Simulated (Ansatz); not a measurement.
ZnS:

```
CELL_PARAMETERS angstrom
0.00000 2.70200 2.70200
2.70200 0.00000 2.70200
2.70200 2.70200 0.00000
ATOMIC_POSITIONS crystal
Zn 0.75000 0.75000 0.75000
S 0.00000 0.00000 0.00000
```

Base run:

* Program: Ansatz 0.2.0
* Functional: HSE06 form with a typed share of exact exchange
* Potentials or basis: Ansatz PAW
* Cutoff: 420 eV (not typed: the program's choice for these potentials)
* k mesh: 5 × 5 × 5
* Occupations: fermi-dirac, width 0.05 eV
* Spin: no spin polarisation

Its results: band gap on the k mesh 2.85 eV, direct; pressure 1.2 GPa.

Problem. After a change of settings the same cell gave: band gap on the k mesh 2.35 eV, direct; pressure 1.5 GPa. Which change was it?
A. share of exact exchange from 0.15 to 0.05
B. share of exact exchange from 0.15 to 0.25
C. share of exact exchange from 0.15 to 0.1
D. share of exact exchange from 0.15 to 0.3

Solution. A.

Caveats: odd divisions of the mesh miss points on the zone boundary, where band edges often lie, so the gap on the mesh can be too wide; the PAW data sets come from PBE, with cores solved anew for the run's functional, which leaves a small shift of forces and pressure; the thresholds are loose for stress.
